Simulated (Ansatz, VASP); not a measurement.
**CuAu: VASP beside Ansatz**

The input POSCAR:

```
CuAu
1.0
    2.7918847965      0.0000000000      0.0000000000
    0.0000000000      2.7918847965      0.0000000000
    0.0000000000      0.0000000000      3.6602677112
Au Cu
1 1
Direct
    0.0000000000      0.0000000000      0.0000000000
    0.5000000000      0.5000000000      0.5000000000
```

Contents of INCAR.step1:

```
SYSTEM = CuAu
PREC = Accurate
ENCUT = 520
ISMEAR = -1
SIGMA = 0.05
LREAL = .FALSE.
LASPH = .TRUE.
NELM = 60
NBANDS = 18
GGA = PE
ALGO = Normal
EDIFF = 1E-4
LWAVE = .TRUE.
LCHARG = .FALSE.
```

File INCAR.step2:

```
SYSTEM = CuAu
PREC = Accurate
ENCUT = 520
EDIFF = 1E-6
ISMEAR = -1
SIGMA = 0.05
LREAL = .FALSE.
LASPH = .TRUE.
NELM = 60
ALGO = Normal
ISIF = 2
LWAVE = .FALSE.
LCHARG = .FALSE.
METAGGA = R2SCAN
LMIXTAU = .TRUE.
NBANDS = 18
ISTART = 1
```

Contents of KPOINTS:

```
Automatic mesh
0
G
  9 9 7
  0 0 0
```

The input input.yaml:

```yaml
crystal:
  lattice:
    - [2.7918847965, 0.0, 0.0]
    - [0.0, 2.7918847965, 0.0]
    - [0.0, 0.0, 3.6602677112]
  atoms:
    - { symbol: Au, position: [0.0, 0.0, 0.0] }
    - { symbol: Cu, position: [0.5, 0.5, 0.5] }
hamiltonian:
  xc: r2scan
  pseudopotentials: { kind: paw }
kpoints:
  mp_grid: { grid: [9, 9, 7] }
scf:
  occupations: { method: fermi_dirac, width: 0.05 }
output:
  forces: true
  stress: true
  eigenvalues: true
```

Alike in both runs: task single point; functional r2SCAN; k mesh 9 × 9 × 7; occupations fermi-dirac, width 0.05 eV; no spin polarisation.

|  | VASP | Ansatz |
| --- | --- | --- |
| version | VASP 6.6.1 | Ansatz 0.2.0 |
| potentials or method | VASP PAW PBE potentials, release 64 (Au, Cu) | Ansatz PAW |
| plane-wave cutoff (eV) | 520 | 500 |
| valence electrons in the cell | 22 | 38 |

|  | VASP | Ansatz | Ansatz less VASP |
| --- | --- | --- | --- |
| gap on the k mesh at the Fermi level (eV) | none | none | - |
| pressure (GPa) | 3.1 | 3.0 | -0.15 |
| largest component of the traceless stress (GPa) | 0.69 | 0.75 | +0.059 |

A gap of «none» marks a metal or a gap that the smearing closes. The two sets of potentials don't hold the same shells in valence.

Caveats: the PAW data sets were made with another functional, which shifts forces and pressure a little (VASP); the PAW data sets come from PBE, with cores solved anew for the run's functional, which leaves a small shift of forces and pressure (Ansatz). Spin-orbit coupling is left out, which matters for the levels of Au.
